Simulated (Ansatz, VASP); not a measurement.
Two plane-wave programs on BN

```
CELL_PARAMETERS angstrom
2.43470 0.00000 0.00000
-1.21735 2.10851 0.00000
0.00000 0.00000 6.58965
ATOMIC_POSITIONS crystal
B 0.00000 0.00000 0.50000
B 0.33333 0.66667 0.00000
N 0.00000 0.00000 0.00000
N 0.66667 0.33333 0.50000
```

Change from the starting cell: strain -0.030 along x and y, -0.015 along z, atoms carried along.

Alike in both runs: task single point; functional PBEsol; k mesh 12 × 12 × 4; occupations gaussian, width 0.05 eV; no spin polarisation.

```csv
,VASP,Ansatz
version,VASP 6.6.1,Ansatz 0.2.0
potentials or method,"VASP PAW PBE potentials, release 64 (B, N)","scalar-relativistic, plane waves, PAW"
plane-wave cutoff (eV),520,420
valence electrons in the cell,16,16
```

Ansatz gave:

| Quantity | Value |
| --- | --- |
| gap on the k mesh at the Fermi level (eV) | 4.42 |
| least direct gap on the mesh (eV) | 4.63 |
| pressure (GPa) | 23.5 |
| largest component of the traceless stress (GPa) | 22.45 |

Q: Estimate VASP's values.

A: gap on the k mesh at the Fermi level (eV): 4.40; least direct gap on the mesh (eV): 4.62; pressure (GPa): 23.8; largest component of the traceless stress (GPa): 22.95.

Caveats: so large a pressure means that the cell lies far from this level's equilibrium, or that cutoff or potentials fall short (VASP); the potentials were made for another functional, which shifts forces and pressure (VASP); this functional lacks dispersion, which binds the layers, so the pressure and a relaxed spacing across them are unreliable. A k mesh can miss the band edges.
